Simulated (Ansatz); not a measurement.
Density of states of BaS

```
CELL_PARAMETERS angstrom
5.38062 0.00000 0.00000
-2.69031 4.65975 0.00000
0.00000 0.00000 6.38363
ATOMIC_POSITIONS crystal
Ba 0.33333 0.66667 0.93800
Ba 0.66667 0.33333 0.43800
S 0.33333 0.66667 0.43800
S 0.66667 0.33333 0.93800
```

Conventional cell: a = 5.381 Å, b = 5.381 Å, c = 6.384 Å, α = 90.00°, β = 90.00°, γ = 120.00°. Ba (atom 1) is surrounded by 5 S at 3.11 to 3.19 Å. S (atom 3) is surrounded by 5 Ba at 3.11 to 3.19 Å.

The structure comes from a relaxation in the same program, started in the wurtzite type, and has space group P6_3/mmc. Whether it is a known phase or the ground state wasn't checked. The relaxation left the symmetry of that type.

No spin–orbit coupling, which matters for the heavy atoms here.

Method: DFT, PBE, all-electron LAPW, scalar-relativistic in Ansatz 0.2.0.

Settings: a Γ-centred 8×8×5 k mesh, Fermi–Dirac smearing of 0.03 eV, basis error target 1 meV/atom, no spin polarisation.

States per eV and cell, averaged over 0.4 eV, from -9.7 to 5.3 eV, with energies (bin centres) from the valence-band top; empty bins are left out. The partial columns, the largest 4 alone, are projections on Löwdin-orthogonalised atomic shells (those that the program's projection atoms carry: the occupied ones and, for some elements, an empty d or f shell; other empty shells have no column), summed over atoms of an element. Weights on diffuse s and p shells depend on that basis and aren't pure angular character.

```
E (eV)  total   S 3p  S 3s  Ba 6s  Ba 5p
  -9.6   6.50   0.02  4.67   0.25   1.53
  -9.2   2.60   0.00  1.85   0.04   0.69
  -1.2   7.35   5.98  0.04   0.95   0.06
  -0.8  11.10  10.06  0.01   0.24   0.15
  -0.4  11.27  10.43  0.00   0.01   0.31
   0.0   0.28   0.27  0.00   0.00   0.01
   2.8   0.43   0.00  0.00   0.01   0.00
   3.2   2.25   0.04  0.04   0.17   0.00
   3.6   4.07   0.13  0.07   0.45   0.01
   4.0   4.13   0.18  0.09   0.64   0.01
   4.4   2.38   0.08  0.03   0.28   0.00
   4.8   2.30   0.04  0.02   0.15   0.00
   5.2   5.81   0.11  0.09   0.71   0.01
```

Task: Which of the resolved shells contributes most in the top eV of the valence band?

Result: S 3p, with 92 % of all states there; Ba 5p follows with 2 %.
